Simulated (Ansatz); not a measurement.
CdS:

```
Cd S
1.0
     0.00000    2.75324    2.75324
     2.75324    0.00000    2.75324
     2.75324    2.75324    0.00000
Cd S
1 1
Direct
  0.00000 0.00000 0.00000
  0.50000 0.50000 0.50000
```

Measurements of this composition are mostly on another form, of space group No. 186.

Base run:

* Program: Ansatz 0.2.0
* Functional: HSE06
* Potentials or basis: Ansatz PAW
* Cutoff: 420 eV (not typed: the program's choice for these potentials)
* k mesh: 6 × 6 × 6
* Occupations: fermi-dirac, width 0.05 eV
* Spin: no spin polarisation

Its results: band gap on the k mesh 1.24 eV, indirect (least direct gap 2.56 eV); pressure -2.2 GPa.

Problem. The run is repeated on the same cell with these changes: functional from HSE06 to PBE0. What comes out?

Solution. Band gap on the k mesh 1.90 eV, indirect (least direct gap 3.21 eV); pressure -2.3 GPa.

Caveats: the PAW data sets come from PBE, with cores solved anew for the run's functional, which leaves a small shift of forces and pressure; the thresholds are loose for stress.
